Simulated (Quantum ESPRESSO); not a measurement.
Crystal: AgCl.

```xyz
2
Lattice="3.4340 0.0000 0.0000 0.0000 3.4340 0.0000 0.0000 0.0000 3.4340" Properties=species:S:1:pos:R:3 pbc="T T T"
Ag    0.0000    0.0000    0.0000
Cl    1.7170    1.7170    1.7170
```

Measurements of this composition are mostly on another form, of space group No. 225.

* Program: Quantum ESPRESSO 7.5
* Task: single point
* Functional: PBE
* Potentials or basis: SSSP 1.3 efficiency PBE
* Cutoff: 816 eV
* Density cutoff: 5987 eV
* k mesh: 8 × 8 × 8
* Occupations: fermi-dirac, width 0.05 eV
* Spin: no spin polarisation

On this cell: pressure -0.2 GPa; largest force zero by symmetry; band gap on the k mesh 0.62 eV, indirect (least direct gap 2.09 eV).

The same run follows on a disturbed copy (atoms moved at random, drawn with an rms of 0.05 Å):

```xyz
2
Lattice="3.4340 0.0000 0.0000 0.0000 3.4340 0.0000 0.0000 0.0000 3.4340" Properties=species:S:1:pos:R:3 pbc="T T T"
Ag   -0.0607   -0.0434   -0.0237
Cl    1.7444    1.7332    1.7327
```

What does the disturbed cell give?

The energy moves by +0.6 meV/atom; pressure 0.0 GPa; largest force 0.024 eV/Å; band gap on the k mesh 0.62 eV, indirect (least direct gap 2.03 eV).

Forces on the atoms (eV/Å):
```
Ag   0.018  0.013  0.009
Cl  -0.018 -0.013 -0.009
```

Stress tensor (GPa, compression positive):
```
-0.04  0.08  0.05
 0.08 -0.01  0.04
 0.05  0.04  0.00
```

A k mesh can miss the band edges.
